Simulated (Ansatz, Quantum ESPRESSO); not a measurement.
# Evanescent states of CaSe, rock salt type, lattice constant set to 5.87 Å, part 3 of 4

Aim: how fast states decay in the gap of CaSe, rock salt type, lattice constant set to 5.87 Å.

Quantum ESPRESSO 7.5; plane-wave DFT, LDA, PseudoDojo norm-conserving pseudopotentials; cross-check by Ansatz 0.2.0 with PAW datasets.

So far. Step 2 (SCF with pw.x): The run needed 9 iterations to bring the estimated error under 1e-09 Ry.

The structure was built from a prototype and need not be the compound's stable phase.

### Step 3. Complex bands with pwcond.x (continued)

Level of this step: complex band structure by pwcond; plane-wave DFT, LDA, PseudoDojo norm-conserving pseudopotentials (Quantum ESPRESSO).

K across = (1/4, 0) in the cell's reciprocal vectors; values within 0.0025 1/Å of each other count once, columns are sorted by size at each energy, a dash where no further value was kept. Table of Im kz of the slowest decaying states by energy, zero at the highest filled level of the SCF mesh:

```csv
energy (eV),decay 1 (Å⁻¹),decay 2 (Å⁻¹),decay 3 (Å⁻¹)
-1.92,0.758,0.82,1.19
-1.68,0.692,0.791,1.15
-1.20,0.186,0.309,0.54
-0.96,0.222,0.705,0.778
-0.72,0.24,0.662,0.756
-0.24,0.264,0.34,0.596
0.00,0.302,0.399,0.578
0.24,0.326,0.434,0.564
0.72,0.349,0.467,0.54
0.96,0.352,0.473,0.528
1.20,0.352,0.473,0.515
1.68,0.34,0.46,0.486
1.92,0.33,0.447,0.469
2.16,0.315,0.431,0.447
2.64,0.274,0.378,0.385
2.88,0.246,0.304,0.355
3.36,0.149,0.269,0.491
3.60,0.203,0.471,0.657
3.84,0.033,0.082,0.159
4.32,0.083,0.399,0.539
4.56,0.366,0.406,0.531
4.80,0.326,0.418,0.486
5.28,0.202,0.358,0.373
5.52,0.161,0.229,0.291
5.76,0.129,0.42,1.46
6.24,0.07,0.271,0.277
6.48,0.019,0.299,0.314
6.72,0.157,0.312,0.334
7.20,0.283,0.313,0.348
7.44,0.307,0.32,0.347
```

The program's own clock; routines nest. Time by routine:

```csv
routine,wall time (s),calls
PWCOND,110.6,1
scatter_forw,85.47,160
compbs,21.7,160
compbs_2,20.42,160
local,3,4
init,0.45,1
poten,0.18,1
```

### Step 4. Complex band structure, with nz1 = 1

How much does a setting matter? One run is repeated with a change.

File cbs.w.in:

```
&inputcond
  outdir = './out'
  prefixl = 'scf'
  band_file = 'cbs.w'
  ikind = 0
  ewind = 4.0
  epsproj = 1e-05
  nz1 = 1
  energy0 = 7.44
  denergy = -0.24
/
4
  0.00000000 0.00000000 1.00000000
  0.50000000 0.00000000 1.00000000
  0.50000000 0.50000000 1.00000000
  0.25000000 0.00000000 1.00000000
40
```

The run is started by

```bash
> OMP_NUM_THREADS=1 mpirun -n 2 pwcond.x -in cbs.w.in > cbs.w.out
```

The log of the run:

```text
[banner, memory and clock lines left out]
Program PWCOND v.7.5 starts
[citation notice left out]

[...]
./out/scf.save/

     IMPORTANT: XC functional enforced from input :
     Exchange-correlation= PW
                           (   1   4   0   0   0   0   0)
     Any further DFT definition will be discarded
     Please, verify this is what you really want

     Reading collected, re-writing distributed wavefunctions

===== INPUT FILE containing the left lead =====

     GEOMETRY:

     lattice parameter (alat)  =       7.8437  a.u.
     the volume                =     682.4658 (a.u.)^3
     the cross section         =      61.5239 (a.u.)^2
     l of the unit cell        =       1.4142 (alat)
     number of atoms/cell      =            4
     number of atomic types    =            2

     crystal axes: (cart. coord. in units of alat)
               a(1) = (  1.0000  0.0000  0.0000 )
               a(2) = (  0.0000  1.0000  0.0000 )
               a(3) = (  0.0000  0.0000  1.4142 )

   Cartesian axes

     site n.     atom                  positions (alat units)
          1        Ca     tau(  1)=(  0.0000  0.0000  1.4142  )
          2        Se     tau(  2)=(  0.5000  0.5000  1.4142  )
          3        Ca     tau(  3)=(  0.5000  0.5000  0.7071  )
          4        Se     tau(  4)=(  0.0000  0.0000  0.7071  )

     nr1s                      =           45
     nr2s                      =           45
     nr3s                      =           64
     nr1sx                     =           45
     nr2sx                     =           45
     nr3sx                     =           64
     nr1                       =           45
     nr2                       =           45
     nr3                       =           64
     nr1x                      =           45
     nr2x                      =           45
     nr3x                      =           64

 _______________________________
  Radii of nonlocal spheres:

     type       ibeta     ang. mom.          radius (alat units)
       Ca         1         0                    0.1747
       Ca         2         0                    0.1849
       Ca         3         1                    0.1785
       Ca         4         1                    0.1861
       Ca         5         2                    0.2346
       Ca         6         2                    0.2371
       Se         1         0                    0.2282
       Se         2         0                    0.2333
       Se         3         1                    0.1925
       Se         4         1                    0.1925
       Se         5         2                    0.2397
       Se         6         2                    0.2422
----- General information -----

----- Complex band structure calculation -----

     nrx                       =           45
     nry                       =           45
     nz1                       =            1

     energy0               =         7.4E+00
     denergy               =        -2.4E-01
     nenergy               =         40
     ecut2d                =         7.8E+01
     ewind                 =         4.0E+00
     epsproj               =         1.0E-05

     number of k_|| points=    4
                       cryst. coord.
        k(    1) = (   0.0000000   0.0000000), wk =   0.2500000
        k(    2) = (   0.5000000   0.0000000), wk =   0.2500000
        k(    3) = (   0.5000000   0.5000000), wk =   0.2500000
        k(    4) = (   0.2500000   0.0000000), wk =   0.2500000
----- Information about left lead -----

     nocros                   =           36
     noins                    =           36
     norb                     =          108
     norbf                    =          108
     nrz                      =           64

      iorb      type   ibeta   ang. mom.   m       position (alat)
        1        1       1        0        1   taunew(   1)=(  0.0000  0.0000  0.0000)
        2        1       2        0        1   taunew(   2)=(  0.0000  0.0000  0.0000)
[...]
108        2       6        2        5   taunew( 108)=(  0.5000  0.5000  1.4142)
 ngper, shell number =          377          52
 ngper, n2d =          377          93
---  E-Ef =    7.4400000  k =    0.0000000   0.0000000
---  ie =          1  ik =          1
 Nchannels of the left tip =            2
 Right moving states:
   k1(2pi/a)   k2(2pi/a)   E-Ef (eV)
   0.3626922  -0.0000000   7.4400000
   0.4366840  -0.0000000   7.4400000
 Left moving states:
   k1(2pi/a)   k2(2pi/a)   E-Ef (eV)
  -0.3626922  -0.0000000   7.4400000
  -0.4366840  -0.0000000   7.4400000

---  E-Ef =    7.2000000  k =    0.0000000   0.0000000
---  ie =          2  ik =          1
 Nchannels of the left tip =            2
 Right moving states:
   k1(2pi/a)   k2(2pi/a)   E-Ef (eV)
   0.3338406  -0.0000000   7.2000000
   0.4137020  -0.0000000   7.2000000
 Left moving states:
   k1(2pi/a)   k2(2pi/a)   E-Ef (eV)
  -0.3338406  -0.0000000   7.2000000
  -0.4137020  -0.0000000   7.2000000
[... further energies and points left out ...]
---  E-Ef =   -1.6800000  k =    0.2500000   0.0000000
---  ie =         39  ik =          4
 Nchannels of the left tip =            2
 Right moving states:
   k1(2pi/a)   k2(2pi/a)   E-Ef (eV)
  -0.0965677  -0.0000000  -1.6800000
   0.2481654   0.0000000  -1.6800000
 Left moving states:
   k1(2pi/a)   k2(2pi/a)   E-Ef (eV)
   0.0965677  -0.0000000  -1.6800000
  -0.2481654   0.0000000  -1.6800000

---  E-Ef =   -1.9200000  k =    0.2500000   0.0000000
---  ie =         40  ik =          4
 Nchannels of the left tip =            2
 Right moving states:
   k1(2pi/a)   k2(2pi/a)   E-Ef (eV)
   0.1314823   0.0000000  -1.9200000
  -0.1913090  -0.0000000  -1.9200000
 Left moving states:
   k1(2pi/a)   k2(2pi/a)   E-Ef (eV)
  -0.1314823   0.0000000  -1.9200000
   0.1913090  -0.0000000  -1.9200000

[...]
```

Elapsed: 71 s, on 2 MPI ranks of AMD EPYC 9R45, shared host; peak memory 0.16 GiB.

The changed values were drawn from a wide range, not chosen for quality; the comparison shows what they did here together.

Beside the run it was changed from:

```
                                       quantity  this run  unchanged run  difference
peak of the smallest κ at the zone centre (Å⁻¹)     0.179          0.178      0.0010
       peak of the smallest κ at (1/2, 0) (Å⁻¹)     0.538          0.536      0.0020
     peak of the smallest κ at (1/2, 1/2) (Å⁻¹)     0.251          0.247      0.0040
                                  wall time (s)        71            111
```

The physical values in this table move by up to 1.6 %.

### Step 5. Complex band structure, with ewind, epsproj = [0.1, 0.1]

Another try, with an input changed as a hurried user might.

File cbs.bad.in:

```
&inputcond
  outdir = './out'
  prefixl = 'scf'
  band_file = 'cbs.bad'
  ikind = 0
  ewind = 0.1
  epsproj = 0.1
  nz1 = 7
  energy0 = 7.44
  denergy = -0.24
/
4
  0.00000000 0.00000000 1.00000000
  0.50000000 0.00000000 1.00000000
  0.50000000 0.50000000 1.00000000
  0.25000000 0.00000000 1.00000000
40
```

The run is started by

```bash
> OMP_NUM_THREADS=1 mpirun -n 2 pwcond.x -in cbs.bad.in > cbs.bad.out
```

The log of the run:

```text
[banner, memory and clock lines left out]
Program PWCOND v.7.5 starts
[citation notice left out]

[...]
./out/scf.save/

     IMPORTANT: XC functional enforced from input :
     Exchange-correlation= PW
                           (   1   4   0   0   0   0   0)
     Any further DFT definition will be discarded
     Please, verify this is what you really want

     Reading collected, re-writing distributed wavefunctions

===== INPUT FILE containing the left lead =====

     GEOMETRY:

     lattice parameter (alat)  =       7.8437  a.u.
     the volume                =     682.4658 (a.u.)^3
     the cross section         =      61.5239 (a.u.)^2
     l of the unit cell        =       1.4142 (alat)
     number of atoms/cell      =            4
     number of atomic types    =            2

     crystal axes: (cart. coord. in units of alat)
               a(1) = (  1.0000  0.0000  0.0000 )
               a(2) = (  0.0000  1.0000  0.0000 )
               a(3) = (  0.0000  0.0000  1.4142 )

   Cartesian axes

     site n.     atom                  positions (alat units)
          1        Ca     tau(  1)=(  0.0000  0.0000  1.4142  )
          2        Se     tau(  2)=(  0.5000  0.5000  1.4142  )
          3        Ca     tau(  3)=(  0.5000  0.5000  0.7071  )
          4        Se     tau(  4)=(  0.0000  0.0000  0.7071  )

     nr1s                      =           45
     nr2s                      =           45
     nr3s                      =           64
     nr1sx                     =           45
     nr2sx                     =           45
     nr3sx                     =           64
     nr1                       =           45
     nr2                       =           45
     nr3                       =           64
     nr1x                      =           45
     nr2x                      =           45
     nr3x                      =           64

 _______________________________
  Radii of nonlocal spheres:

     type       ibeta     ang. mom.          radius (alat units)
       Ca         1         0                    0.1747
       Ca         2         0                    0.1849
       Ca         3         1                    0.1785
       Ca         4         1                    0.1861
       Ca         5         2                    0.2346
       Ca         6         2                    0.2371
       Se         1         0                    0.2282
       Se         2         0                    0.2333
       Se         3         1                    0.1925
       Se         4         1                    0.1925
       Se         5         2                    0.2397
       Se         6         2                    0.2422
----- General information -----

----- Complex band structure calculation -----

     nrx                       =           45
     nry                       =           45
     nz1                       =            7

     energy0               =         7.4E+00
     denergy               =        -2.4E-01
     nenergy               =         40
     ecut2d                =         7.8E+01
     ewind                 =         1.0E-01
     epsproj               =         1.0E-01

     number of k_|| points=    4
                       cryst. coord.
        k(    1) = (   0.0000000   0.0000000), wk =   0.2500000
        k(    2) = (   0.5000000   0.0000000), wk =   0.2500000
        k(    3) = (   0.5000000   0.5000000), wk =   0.2500000
        k(    4) = (   0.2500000   0.0000000), wk =   0.2500000
----- Information about left lead -----

     nocros                   =           36
     noins                    =           36
     norb                     =          108
     norbf                    =          108
     nrz                      =           64

      iorb      type   ibeta   ang. mom.   m       position (alat)
        1        1       1        0        1   taunew(   1)=(  0.0000  0.0000  0.0000)
        2        1       2        0        1   taunew(   2)=(  0.0000  0.0000  0.0000)
[...]
108        2       6        2        5   taunew( 108)=(  0.5000  0.5000  1.4142)
 ngper, shell number =          377          52
 ngper, n2d =          377          19
---  E-Ef =    7.4400000  k =    0.0000000   0.0000000
---  ie =          1  ik =          1
 Nchannels of the left tip =            2
 Right moving states:
   k1(2pi/a)   k2(2pi/a)   E-Ef (eV)
   0.1809090  -0.0000000   7.4400000
   0.3434027  -0.0000000   7.4400000
 Left moving states:
   k1(2pi/a)   k2(2pi/a)   E-Ef (eV)
  -0.1809090  -0.0000000   7.4400000
  -0.3434027  -0.0000000   7.4400000

---  E-Ef =    7.2000000  k =    0.0000000   0.0000000
---  ie =          2  ik =          1
 Nchannels of the left tip =            3
 Right moving states:
   k1(2pi/a)   k2(2pi/a)   E-Ef (eV)
   0.1106773  -0.0000000   7.2000000
  -0.1726029   0.0000000   7.2000000
   0.3185712  -0.0000000   7.2000000
 Left moving states:
   k1(2pi/a)   k2(2pi/a)   E-Ef (eV)
  -0.1106773  -0.0000000   7.2000000
   0.1726029   0.0000000   7.2000000
  -0.3185712  -0.0000000   7.2000000
[... further energies and points left out ...]
---  E-Ef =   -1.6800000  k =    0.2500000   0.0000000
---  ie =         39  ik =          4
 Nchannels of the left tip =            1
 Right moving states:
   k1(2pi/a)   k2(2pi/a)   E-Ef (eV)
  -0.3327312  -0.0000000  -1.6800000
 Left moving states:
   k1(2pi/a)   k2(2pi/a)   E-Ef (eV)
   0.3327312  -0.0000000  -1.6800000

---  E-Ef =   -1.9200000  k =    0.2500000   0.0000000
---  ie =         40  ik =          4
 Nchannels of the left tip =            1
 Right moving states:
   k1(2pi/a)   k2(2pi/a)   E-Ef (eV)
  -0.4105079  -0.0000000  -1.9200000
 Left moving states:
   k1(2pi/a)   k2(2pi/a)   E-Ef (eV)
   0.4105079  -0.0000000  -1.9200000

[...]
```

Wall time 47 s (2 MPI ranks); peak memory 0.13 GiB.

The run finished, but its numbers are not taken as the system's. The fault: a window of plane waves far too small, with a loose projection threshold.

Beside the run it was changed from:

```csv
quantity,this run,unchanged run,difference
"peak of the smallest κ at (1/2, 0) (Å⁻¹)",0.529,0.536,-0.0070
"peak of the smallest κ at (1/2, 1/2) (Å⁻¹)",0.256,0.247,0.0090
wall time (s),47,111,
```

At one or more of the first three k points this run gives no bounded stop band to compare.

The physical values in this table move by up to 3.6 %.

[end of part 3 of 4]

[Logs are printed without paths, hosts, clocks, repeated set-up lines and the standing remarks that a program may print on its own settings, such as how far it seeks lower states.]

[Hosts, paths, dates, database ids (printed as entryN), source tags and the programs' standing remarks are cut or masked in the printed files.]

[Maps of the electrostatic potential energy from Ansatz leave out the sawtooth potential of an applied field or a dipole correction, so their vacuum need not be flat; planar profiles and work functions include it.]
